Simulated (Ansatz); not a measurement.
Runs of Ansatz 0.2.0 on CdGeAs2. It takes space group I-42d (No. 122, tetragonal). Conventional cell: a = 5.978 Å, b = 5.978 Å, c = 11.329 Å, α = 90.00°, β = 90.00°, γ = 90.00°. Around Cd (site symmetry -4) lie 4 As at 2.65 Å. Around As (site symmetry 2) lie 2 Ge at 2.45 Å and 2 Cd at 2.65 Å. Ge (site symmetry -4) has 4 As at 2.45 Å as nearest neighbours. The cell is a database's computed one.

| task | level | cutoff (eV) | basis error allowed | gap on the mesh (eV) | pressure (GPa) | largest force (eV/Å) |
| --- | --- | --- | --- | --- | --- | --- |
| band structure | PBE | 289 | 0.002 eV/atom | 0.19 | 2.2 | (a) |
| single point | PBEsol | 314 | 0.001 eV/atom | 0.19 | -0.7 | 0.18 |
| band structure | PBEsol | 289 | 0.002 eV/atom | 0.19 | -0.7 | 0.18 |
| band structure | LDA | 289 | 0.002 eV/atom | 0.19 | -2.5 | 0.22 |

Alike in all rows: potentials or basis all-electron LAPW, scalar-relativistic; no spin polarisation; cell as given; k mesh 6 × 6 × 6; smearing fermi-dirac 0.05 eV.

Problem. Fill in the values left out.

Solution. (a) 0.14.

Caveats: the mesh misses the band edges, which the band path finds closer together (some runs).

A k mesh can miss the band edges, and the runs leave out spin-orbit coupling on As, Cd, Ge.

Not every run made on this cell is shown here.
